How much energy does a transition metal gain or lose when its atoms leave close-packed hcp for the omega structure? In group 5 omega lies lower by roughly 0.1 eV per atom, and the one further valence electron of group 6 takes away about 60 meV of that lead, or 6 kJ/mol. These two numbers are enough for a first estimate in groups 5 and 6 of the 3d and 4d rows. A negative energy in the table means only that omega lies below hcp: V, Nb, Cr and Mo actually crystallise as bcc.

Omega (AlB2-type, structure 2) against hcp (structure 1) for metals of groups 5 to 7, computed with Ansatz 0.2.0 using PBE, scalar-relativistic PAW, a 420 eV plane-wave cutoff and Fermi-Dirac smearing. Energies are extrapolated to zero smearing, and volumes are per atom from Birch-Murnaghan fits. The columns "smearing width" and "k mesh" refer to omega.

| element | distinct smearing widths among the runs behind the row (eV) | distinct k-meshes among the runs behind the row | Z | valence electrons | smearing width | k mesh | energy of structure 2 less structure 1, PBE (meV/atom) | volume of structure 2, PBE (Å³) | volume of structure 2, PBE over volume of structure 1, PBE, less one (%) |
| --- | --- | --- | --- | --- | --- | --- | --- | --- | --- |
| V | 0.1 | 11x11x17 / 16x16x8 | 23 | 5 | 0.1 eV | 11×11×17 | -122 | 13.65 | -1.3 |
| Cr | 0.1 | 10x10x15 / 24x24x12 | 24 | 6 | 0.1 eV | 10×10×15 | -61 | 11.84 | -0.6 |
| Mn | 0.1 | 12x12x17 / 24x24x13 | 25 | 7 | 0.1 eV | 12×12×17 | 44 | 10.77 | 0.7 |
| Nb | 0.05 / 0.1 | 10x10x15 / 21x21x10 | 41 | 5 | 0.05 eV | 10×10×15 | -95 | 18.47 | -1.0 |
| Mo | 0.1 | 10x10x16 / 15x15x7 | 42 | 6 | 0.1 eV | 10×10×16 | -36 | 16.12 | 0.1 |

**What sets the price of one electron**

The bonding in these metals comes largely from a partly filled d band. Suppose that neighbouring elements share the same bands and differ only in how far these are filled. An added electron then enters at the Fermi level, the top of the filled states, and raises the band energy by just that level. If $\Delta E$ is the energy of omega less that of hcp and $N$ the number of valence electrons per atom, then

$$\frac{d\,\Delta E}{dN}=\varepsilon_F^{\omega}-\varepsilon_F^{\mathrm{hcp}},$$

with both Fermi levels $\varepsilon_F$ measured on a common scale.

The table supports a common price per electron. From V to Cr the energy difference rises by 61 meV per atom, and from Nb to Mo by 59. In the band picture this means that the Fermi level, averaged over the step from five to six electrons, lies about 0.06 eV higher in omega than in hcp. That reading is theory, since the table holds total energies and not aligned Fermi levels.

**The rule and two estimates**

A least-squares line through V, Cr, Nb and Mo, rounded for use by hand, gives

$$\Delta E\approx -110+60\,(N-5)\ \text{meV per atom}.$$

The first constant is the typical value in group 5, and the second is the price of an electron.

Take Cr, with six valence electrons. It has one electron more than group 5, so the estimate is $-110+60=-50$ meV per atom; the calculation gives -61. Both numbers belong to chromium without magnetic moments, because spin was left out of that calculation, as it was for V, Mn and Mo. Only omega Nb was started with moments, and it lost them. For Nb, with five valence electrons, the estimate stays at -110, against a computed -95. Both metals helped to set the line, so these examples show how to use the rule and do not test it.

**How far to trust it**

Over the four metals of groups 5 and 6 the rounded rule errs by at most 15 meV per atom. That is a modest error for V but a large fraction of the small value for Mo. A harder test leaves out each metal in turn and predicts it from the other three, which gives a typical error of 26 meV. The rule is therefore good for the sign and the rough size, not for ranking structures that lie close together.

Most of the error comes from the row of the periodic table. Nb and Mo lie 25 to 27 meV above V and Cr, so one can start at -120 for the 3d metals and at -95 for the 4d metals and keep the same step of 60. This brings all four values within about 2 meV. It also spends three constants on four values, and the two structures of Nb were run with different smearing widths, which can shift its value slightly. The close match is therefore weak evidence, and the shift itself is an observation without a derivation here.

**Where the line bends**

Manganese, with seven valence electrons, was kept out of the fit because its omega cell has a different shape. The rule puts it at $-110+2\times 60=+10$ meV per atom, while the calculation, again without spin, gives +44; magnetic moments in either structure could shift that value. The sign is right, but most of the size is lost. The version with separate starts for 3d and 4d metals does worse: it gives 0 and loses the sign as well. The step from Cr to Mn is 105 meV, far more than the 60 that the rule allows.

Band theory warns of such a bend. The more states there are at the Fermi level, the less that level rises when an electron is added: the rise per electron is one over the density of states. In omega this amounts to roughly 0.6 to 1 eV, as estimated from the electronic entropy of the same calculations. If hcp differs from omega by only 5% in this respect, the price of the next electron changes by some 30 to 50 meV. A straight line can thus serve for one added electron and fail at the second.

The change of shape complicates this reading. In the other four metals the omega cell is short along its axis, with a ratio of height to width of 0.54 to 0.55, and the closest neighbours sit along that axis. In Mn the ratio is 0.63 and the closest neighbours lie in the honeycomb layer. If the relaxed cell is the more stable of the two shapes, forcing Mn into the flatter one would lift it still further above the line.

In practice, start from the computed group 5 metal of the same row, add 60 meV to reach group 6, and calculate afresh for group 7 or once the cell changes shape. The step is known here only for the 3d and 4d rows; from Ta to W it would be a guess. The table holds no group 4 metal, so the line should not be run backwards to four electrons either. Computing the omega phase of Mn with the ratio held near 0.54 would show how much the change of shape alters the bend.
